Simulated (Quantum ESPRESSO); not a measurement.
Sb under changes of volume

One of the cells (26.213 Å³/atom); the others are scaled copies at fixed shape and fractional positions:

```
Sb
1.0
    -1.87134    1.87134    1.87134
     1.87134   -1.87134    1.87134
     1.87134    1.87134   -1.87134
Sb
1
Direct
  0.00000 0.00000 0.00000
```

This isn't the form of Sb at room conditions, which is rhombohedral.

| Property | Result |
| --- | --- |
| Program | Quantum ESPRESSO 7.5 |
| Functional | PBEsol |
| Potentials or basis | GBRV 1.5 PBEsol |
| Cutoff | 612 eV |
| Density cutoff | 4898 eV |
| k mesh | 10 × 10 × 10 |
| Occupations | fermi-dirac, width 0.05 eV |
| Spin | no spin polarisation |

```csv
volume (Å³/atom),energy over the lowest point (meV/atom),pressure (GPa)
24.640,23.72,4.6
25.165,?,?
25.689,2.81,1.3
26.213,0.00,-0.1
26.737,1.69,-1.4
27.262,7.40,-2.6
27.786,16.79,-3.6
```

Question: What does the run at 25.165 Å³/atom give?

Answer: Energy over the lowest point 10.51 meV/atom; pressure 2.9 GPa.

Worked out: A Birch-Murnaghan fit of order 3 (a polynomial in V^(-2/3)) to the other rows has its minimum at 26.27 Å³/atom with B0 = V·E''(V) = 68 GPa and B' = 3.9. It gives 10.53 meV/atom at 25.165 Å³/atom, against the run's 10.51, and -dE/dV = 3.2 GPa, against 2.9.

Energies are extrapolated to zero smearing.
